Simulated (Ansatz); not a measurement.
# GaN (P6_3mc) in Ansatz: further runs

One crystal, GaN, is run at these levels: PBE; tasks: single point, equation of state.

Program: Ansatz 0.2.0. These are calculated values, not measurements. Logs are shortened: lines on timing, memory, paths and dates and some standing lists are left out, and cuts for length are marked.

## 1. The structure

Symmetry: P6_3mc, No. 186, hexagonal system. The conventional cell has a = 3.212 Å, b = 3.212 Å, c = 10.357 Å, α = 90.00°, β = 90.00°, γ = 120.00°. Around Ga (site symmetry 3m) lie 4 N at 1.95 to 2.00 Å. Around Ga (site symmetry 3m) lie 3 N at 1.94 Å. Around N (site symmetry 3m) lie 4 Ga at 1.94 to 2.00 Å. N (site symmetry 3m) has 3 Ga at 1.95 Å as nearest neighbours.

The cell is a database's computed one.

## 2. Single point, PBE, 10.87 Å³/atom (volume scaled by 0.94)

Input file input.yaml:

```yaml
crystal:
  lattice:
    - [3.1459778032, 0.0, 0.0]
    - [-1.5729889016, 2.7244966974, 0.0]
    - [0.0, 0.0, 10.1454165942]
  atoms:
    - { symbol: Ga, position: [0.0, 0.0, 0.785868] }
    - { symbol: Ga, position: [0.6666666667, 0.3333333333, 0.037349] }
    - { symbol: Ga, position: [0.3333333333, 0.6666666667, 0.537349] }
    - { symbol: Ga, position: [0.0, 0.0, 0.285868] }
    - { symbol: "N", position: [0.0, 0.0, 0.093038] }
    - { symbol: "N", position: [0.6666666667, 0.3333333333, 0.343745] }
    - { symbol: "N", position: [0.0, 0.0, 0.593038] }
    - { symbol: "N", position: [0.3333333333, 0.6666666667, 0.843745] }
hamiltonian:
  xc: pbe
  pseudopotentials: { kind: paw }
kpoints:
  mp_grid: { grid: [10, 10, 3] }
scf:
  occupations: { method: fermi_dirac, width: 0.05 }
output:
  forces: true
  stress: true
  eigenvalues: true
```

Potentials or basis: Ansatz PAW.

Command:

```sh
> ansatz run input.yaml --threads 4 --pin off --max-ram 11264MiB --backend cpu --events-out ev --progress --plain --runs-dir out
```

What it wrote:

```text
Warning: RAYON_NUM_THREADS=4 ignored (pool sized by the plan → 4); use --threads N
Engine: ansatz 0.2.0, aarch64-unknown-linux-gnu
Pseudopotentials: kind: paw
Pseudopotential: Ga, paw, valence charge 13, recommended cutoff 420 eV (normal), Ga.paw.azcp
Pseudopotential: N, paw, valence charge 5, recommended cutoff 420 eV (normal), N.paw.azcp
Functional definition: PBE
  parameter kappa = 0.804
  parameter beta = 0.06672455060314922
  exchange = pbe_x(kappa = kappa, mu = beta*pi^2/3)
  correlation = pbe_c(beta = beta)
Crystal: 8 atoms, lattice volume = 86.958 Å³
Basis set: ecut = 420 eV, 1677 PW (Γ), exchange–correlation on 48×48×144 points (8 copies of the dense FFT grid, shifted against one another)
Bands: 44, of which v1, the nominal top of the filled ones, is band 36 counted from 1 (35 counted from 0)
Symmetry: 12 space group operations
Space group: P63mc (ITA 186), of the structure as read, at distance tolerance 4.4e-5 Å
k-points: 28 of 300 (time reversal used)
Non-local potential: Ga, projectors of the file, l = 0: 2, l = 1: 2, l = 2: 3, l = 3: 1
Non-local potential: N, projectors of the file, l = 0: 2, l = 1: 2, l = 2: 1
PAW form: soft (Blöchl's): semilocal exchange-correlation on the pseudo side does not see the compensation charge
PAW one-centre angular grid: Ga, 590 points (default); XC on 64 Gauss nodes
PAW one-centre angular grid: N, 110 points (default); XC on 64 Gauss nodes
Initial density: superposition of atomic densities (neutral atoms: chi_scale 0, normalization atom), corrected by the library's trained network
Initial wavefunctions: pseudopotential atomic-orbital guess
Functional: x = pbe(κ = 0.804, μ = 0.2195149727645171), c = pbe(β = 0.06672455060314922)
SCF iter   1: F=—  HF=-16669.178106 eV  |F-HF|=—  |Δ(HF+E_count)|=         —  Δρ=3.46e-3  dr2=1.12e-2  ethr=1.77e-3  ⟨swp⟩=5.9  Hψ=4393  notcnv=0  defer=10
preconditioner: auto → Resta (q_TF=auto, 2.644 Å⁻¹)  ε∞=5.2  [insulator: Δε(μ)=1.276 eV  Ē_g=16.536 eV  σ=0.050 eV  W_gap=1.00  n_scr=38 (ndim 8)  ℏωp=33.8 eV  f_vac=0.002  D(μ)=0.00/eV (n_scr^D=0)  ε∞_Penn≈5.2]
SCF iter   2: F=—  HF=-16669.177008 eV  |F-HF|=—  |Δ(HF+E_count)|=   1.10e-3  Δρ=1.50e-3  dr2=2.58e-3  ethr=1.55e-5  ⟨swp⟩=2.1  Hψ=2251  notcnv=0  defer=27
SCF iter   3: F=—  HF=-16669.176999 eV  |F-HF|=—  |Δ(HF+E_count)|=   8.91e-6  Δρ=4.89e-4  dr2=2.31e-4  ethr=3.58e-6  ⟨swp⟩=3.0  Hψ=2177  notcnv=0  defer=13
automatic band count: iteration 3 solves 43 bands in place of 44: the levels show a gap, and the empty bands left out lie too high to hold charge; the band table lists the bands solved (type scf.n_extra_bands for more)
SCF iter   4: F=—  HF=-16669.176959 eV  |F-HF|=—  |Δ(HF+E_count)|=   3.99e-5  Δρ=2.03e-4  dr2=5.32e-5  ethr=3.21e-7  ⟨swp⟩=2.0  Hψ=2108  notcnv=0  defer=13
SCF iter   5: F=—  HF=-16669.176952 eV  |F-HF|=—  |Δ(HF+E_count)|=   7.11e-6  Δρ=6.47e-5  dr2=5.15e-6  ethr=7.38e-8  ⟨swp⟩=2.0  Hψ=2066  notcnv=0  defer=13
SCF iter   6: F=—  HF=-16669.176953 eV  |F-HF|=—  |Δ(HF+E_count)|=   7.86e-7  Δρ=1.57e-5  dr2=2.35e-7  ethr=7.16e-9  ⟨swp⟩=2.6  Hψ=2056  notcnv=0  defer=13
SCF iter   7: F=-16669.176953 eV  HF=-16669.176953 eV  |F-HF|=8.08e-8  |Δ(HF+E_count)|=   6.31e-8  Δρ=7.95e-6  dr2=3.38e-8  ethr=1.39e-10  ⟨swp⟩=8.4  Hψ=5173  notcnv=0
SCF 1 converged in 7 iterations: F = -16669.176953 eV  dr2 = 3.38e-8
SCF converged after 7 iterations
Free energy (F): -16669.176953 eV
Harris-Foulkes:  -16669.176953 eV  (|F-HF|=8.08e-8)
Internal energy: -16669.176953 eV  (E = F + TS)
E sigma→0 (E₀):  -16669.176953 eV
Entropy (-TS):   -0.000000 eV (-0.000 meV/atom)
Fermi energy:    11.598009 eV
--- Per-component energies (eV) ---
  E_band       = 27.189139
  E_kinetic    = 992.224413
  E_local      = -7529.635095  (includes V_loc(G=0)·N_el)
  E_nonlocal   = 1899.203622
  E_hartree    = 3476.800753
  E_xc         = -516.276199
  E_vxc        = -538.003026  (∫ρ·V_xc dr)
  E_paw        = -8481.937039  (= ΣΔE_a)
  E_vpaw       = -1750.204024  (= ΣTr[D̂ρ^β])
  E_aug_tail   = 0.000031  (compensation charges beyond the density's cutoff)
  E_ewald      = -6509.557440
  E_smearing   = -0.000000  (= −TS)
  E_closure    = -0.000000  (closes the sum)
  Σ components = -16669.176953   (vs F -16669.176953, Δ=0.00e0)
--- Forces (eV/Å), atoms counted from 1 ---
  atom   1  Ga     0.00000000    -0.00000000    -0.03357612
  atom   2  Ga     0.00000000    -0.00000000    -0.56590045
  atom   3  Ga    -0.00000000     0.00000000    -0.56590045
  atom   4  Ga     0.00000000     0.00000000    -0.03357612
  atom   5  N      0.00000000     0.00000000    -0.15348586
  atom   6  N     -0.00000000     0.00000000     0.75297903
  atom   7  N      0.00000000    -0.00000000    -0.15348586
  atom   8  N      0.00000000    -0.00000000     0.75297903
  max |Σ_I F_I| component: 3.32e-5 eV/Å
--- Stress (GPa, compression-positive) ---
       10.686747       0.000000      -0.000000
       -0.000000      10.686747       0.000000
        0.000000      -0.000000      14.164309
  P = ⅓ Tr σ = 11.8459 GPa (118.459 kbar)
--- Band table (eV; the first three rows and the last of 28) ---
  k-point 0: bands = ["-5.9364", "-5.5751", "-4.7856", "-4.5885", "-3.5077", "-3.5077", "-3.5049", "-3.5049", "-3.3042", "-3.2857", "-3.2857", "-3.2810", "-3.2810", "-3.2560", "-2.8612", "-2.8612", "-2.8604", "-2.8604", "-2.5668", "-2.5668", "-2.5630", "-2.5630", "-2.4277", "-1.5941", "3.6831", "6.3312", "7.4100", "9.5091", "9.5091", "9.5535", "9.5535", "10.3677", "10.3677", "10.3982", "10.3982", "10.9343", "12.2086", "14.7096", "14.8691", "14.9207", "18.3613", "19.0735", "19.7431"]
  k-point 1: bands = ["-5.8636", "-5.6884", "-4.7142", "-4.6212", "-3.5070", "-3.5070", "-3.5056", "-3.5056", "-3.2972", "-3.2846", "-3.2846", "-3.2822", "-3.2822", "-3.2747", "-2.8610", "-2.8610", "-2.8605", "-2.8605", "-2.5659", "-2.5659", "-2.5640", "-2.5640", "-2.2329", "-1.8213", "4.1532", "5.2875", "8.5308", "9.5200", "9.5200", "9.5420", "9.5420", "9.9799", "10.3755", "10.3755", "10.3904", "10.3904", "13.0374", "14.0876", "14.9319", "15.0254", "18.5745", "18.9239", "20.0278"]
  k-point 2: bands = ["-5.8340", "-5.5053", "-4.7103", "-4.5545", "-3.5139", "-3.5134", "-3.4907", "-3.4886", "-3.3105", "-3.3041", "-3.2814", "-3.2783", "-3.2503", "-3.1790", "-2.8471", "-2.8406", "-2.8391", "-2.8388", "-2.5987", "-2.5809", "-2.5678", "-2.5628", "-2.3444", "-1.5139", "3.8479", "6.2978", "7.3655", "8.7047", "9.1405", "9.2336", "9.4237", "9.4267", "9.8414", "10.1332", "10.3452", "10.8726", "13.0158", "14.9759", "15.4284", "15.5113", "18.0805", "18.5019", "19.1841"]
  k-point 27: bands = ["-5.0317", "-5.0099", "-4.1933", "-4.1903", "-3.4380", "-3.4367", "-3.3987", "-3.3940", "-3.3548", "-3.3481", "-3.2071", "-3.2071", "-2.7864", "-2.7772", "-2.7355", "-2.7351", "-2.6564", "-2.6556", "-2.5829", "-2.5817", "-1.3071", "-1.2893", "-0.6503", "-0.6225", "3.9921", "4.0832", "4.4313", "4.7772", "5.4996", "5.6780", "6.6845", "6.8343", "7.7291", "8.5680", "9.6965", "9.8169", "14.1569", "14.2595", "17.4428", "17.9654", "17.9885", "18.3124", "18.9531"]
```

Run time: 3.1 s. Hardware: 4 threads of Arm Neoverse V1, shared host; peak memory 0.39 GiB.

Results:

| Quantity | Value |
| --- | --- |
| Free energy | -16669.1770 eV |
| Pressure | 11.8 GPa |
| Largest force | 0.753 eV/Å |
| Band gap on the k mesh | 1.27 eV, direct |

Caveat: odd divisions of the mesh miss points on the zone boundary, where band edges often lie, so the gap on the mesh can be too wide; the pressure holds a Pulay correction of +0.5 GPa for the finite cutoff.

## 3. Single point, PBE, 11.10 Å³/atom (volume scaled by 0.96)

input.yaml, as its differences from that of step 2:

```diff
@@ -2,5 +2,5 @@
   lattice:
-    - [3.1459778032, 0.0, 0.0]
-    - [-1.5729889016, 2.7244966974, 0.0]
-    - [0.0, 0.0, 10.1454165942]
+    - [3.1681333064, 0.0, 0.0]
+    - [-1.5840666532, 2.743683926, 0.0]
+    - [0.0, 0.0, 10.216865544]
   atoms:
```

Potentials or basis: Ansatz PAW.

Command:

```sh
> ansatz run input.yaml --threads 4 --pin off --max-ram 11264MiB --backend cpu --events-out ev --progress --plain --runs-dir out
```

Wall time 3.1 s (4 threads of Arm Neoverse V1, shared host); peak memory 0.4 GiB.

It converged, with:

| Item | Value |
| --- | --- |
| Free energy | -16669.2875 eV |
| Pressure | 7.4 GPa |
| Largest force | 0.599 eV/Å |
| Band gap on the k mesh | 1.11 eV, direct |

Caveat: odd divisions of the mesh miss points on the zone boundary, where band edges often lie, so the gap on the mesh can be too wide; the pressure holds a Pulay correction of +0.5 GPa for the finite cutoff.

## 4. Single point, PBE, 11.33 Å³/atom (volume scaled by 0.98)

input.yaml, as its differences from that of step 3:

```diff
@@ -2,5 +2,5 @@
   lattice:
-    - [3.1681333064, 0.0, 0.0]
-    - [-1.5840666532, 2.743683926, 0.0]
-    - [0.0, 0.0, 10.216865544]
+    - [3.1899831921, 0.0, 0.0]
+    - [-1.594991596, 2.762606482, 0.0]
+    - [0.0, 0.0, 10.2873289123]
   atoms:
```

Command:

```sh
> ansatz run input.yaml --threads 4 --pin off --max-ram 11264MiB --backend cpu --events-out ev --progress --plain --runs-dir out
```

Run time: 3.2 s. Hardware: 4 threads of Arm Neoverse V1, shared host; peak memory 0.4 GiB.

It converged, with:

- Free energy: -16669.3496 eV
- Pressure: 3.4 GPa
- Largest force: 0.456 eV/Å
- Band gap on the k mesh: 0.96 eV, direct

Caveat: odd divisions of the mesh miss points on the zone boundary, where band edges often lie, so the gap on the mesh can be too wide; the pressure holds a Pulay correction of +0.5 GPa for the finite cutoff.

## 5. Single point, PBE, 11.56 Å³/atom

input.yaml, as its differences from that of step 4:

```diff
@@ -2,5 +2,5 @@
   lattice:
-    - [3.1899831921, 0.0, 0.0]
-    - [-1.594991596, 2.762606482, 0.0]
-    - [0.0, 0.0, 10.2873289123]
+    - [3.2115377864, 0.0, 0.0]
+    - [-1.6057688932, 2.7812733083, 0.0]
+    - [0.0, 0.0, 10.35684]
   atoms:
```

Command:

```sh
> ansatz run input.yaml --threads 4 --pin off --max-ram 11264MiB --backend cpu --events-out ev --progress --plain --runs-dir out
```

Run time: 3.2 s. Hardware: 4 threads of Arm Neoverse V1, shared host; peak memory 0.4 GiB.

The run converged. Its results:

| Item | Value |
| --- | --- |
| Free energy | -16669.3684 eV |
| Pressure | -0.1 GPa |
| Largest force | 0.325 eV/Å |
| Band gap on the k mesh | 0.81 eV, direct |

Caveat: odd divisions of the mesh miss points on the zone boundary, where band edges often lie, so the gap on the mesh can be too wide; the pressure holds a Pulay correction of +0.5 GPa for the finite cutoff.

## 6. Single point, PBE, 11.79 Å³/atom (volume scaled by 1.02)

input.yaml, as its differences from that of step 5:

```diff
@@ -2,5 +2,5 @@
   lattice:
-    - [3.2115377864, 0.0, 0.0]
-    - [-1.6057688932, 2.7812733083, 0.0]
-    - [0.0, 0.0, 10.35684]
+    - [3.2328068684, 0.0, 0.0]
+    - [-1.6164034342, 2.7996928736, 0.0]
+    - [0.0, 0.0, 10.4254303433]
   atoms:
```

Potentials or basis: Ansatz PAW.

Command:

```sh
> ansatz run input.yaml --threads 4 --pin off --max-ram 11264MiB --backend cpu --events-out ev --progress --plain --runs-dir out
```

Wall time 3.2 s (4 threads of Arm Neoverse V1, shared host); peak memory 0.41 GiB.

The run converged. Its results:

| Item | Value |
| --- | --- |
| Free energy | -16669.3480 eV |
| Pressure | -3.3 GPa |
| Largest force | 0.223 eV/Å |
| Band gap on the k mesh | 0.67 eV, direct |

Caveat: odd divisions of the mesh miss points on the zone boundary, where band edges often lie, so the gap on the mesh can be too wide; the pressure holds a Pulay correction of +0.5 GPa for the finite cutoff.

## 7. Single point, PBE, 12.03 Å³/atom (volume scaled by 1.04)

input.yaml, as its differences from that of step 6:

```diff
@@ -2,5 +2,5 @@
   lattice:
-    - [3.2328068684, 0.0, 0.0]
-    - [-1.6164034342, 2.7996928736, 0.0]
-    - [0.0, 0.0, 10.4254303433]
+    - [3.253799709, 0.0, 0.0]
+    - [-1.6268998545, 2.8178732069, 0.0]
+    - [0.0, 0.0, 10.4931298399]
   atoms:
@@ -25 +25,5 @@
   eigenvalues: true
+  write_density: true
+  write_potential: true
+  elf: true
+  volumetric_format: npy
```

Command:

```sh
> ansatz run input.yaml --threads 4 --pin off --max-ram 11264MiB --backend cpu --events-out ev --progress --plain --runs-dir out
```

It took 4.7 s on 4 threads of Arm Neoverse V1, shared host; peak memory 0.43 GiB.

It converged, with:

| Quantity | Value |
| --- | --- |
| Free energy | -16669.2930 eV |
| Pressure | -6.2 GPa |
| Largest force | 0.237 eV/Å |
| Band gap on the k mesh | 0.54 eV, direct |

Caveat: odd divisions of the mesh miss points on the zone boundary, where band edges often lie, so the gap on the mesh can be too wide; the pressure holds a Pulay correction of +0.5 GPa for the finite cutoff.

## 8. Single point, PBE, 12.26 Å³/atom (volume scaled by 1.06)

input.yaml, as its differences from that of step 7:

```diff
@@ -2,5 +2,5 @@
   lattice:
-    - [3.253799709, 0.0, 0.0]
-    - [-1.6268998545, 2.8178732069, 0.0]
-    - [0.0, 0.0, 10.4931298399]
+    - [3.2745251067, 0.0, 0.0]
+    - [-1.6372625534, 2.8358219278, 0.0]
+    - [0.0, 0.0, 10.5599668638]
   atoms:
@@ -25,5 +25 @@
   eigenvalues: true
-  write_density: true
-  write_potential: true
-  elf: true
-  volumetric_format: npy
```

Command:

```sh
> ansatz run input.yaml --threads 4 --pin off --max-ram 11264MiB --backend cpu --events-out ev --progress --plain --runs-dir out
```

Wall time 3.3 s (4 threads of Arm Neoverse V1, shared host); peak memory 0.41 GiB.

The run converged. Its results:

| Quantity | Value |
| --- | --- |
| Free energy | -16669.2067 eV |
| Pressure | -8.7 GPa |
| Largest force | 0.250 eV/Å |
| Band gap on the k mesh | 0.41 eV, direct |

Caveat: odd divisions of the mesh miss points on the zone boundary, where band edges often lie, so the gap on the mesh can be too wide; the pressure holds a Pulay correction of +0.5 GPa for the finite cutoff.

## 9. Equation of state, PBE

Potentials or basis: Ansatz PAW.

No new run: the results of the series are fitted here.

Results:

```yaml
Equilibrium_volume: 11.55 Å³/atom
Bulk_modulus_at_fixed_shape_and_positions: 169 GPa
Pressure_derivative_of_the_bulk_modulus: 4.5
```

Energy against volume, from the lowest point:
```tsv
volume (Å³/atom)	energy (meV/atom)
10.870	23.93
11.101	10.11
11.332	2.34
11.564	0.00
11.795	2.55
12.026	9.42
12.257	20.21
```

Caveat: the cell was scaled at fixed shape and fractional positions, which overstates the stiffness of a crystal with free parameters, most of all of layers and chains.
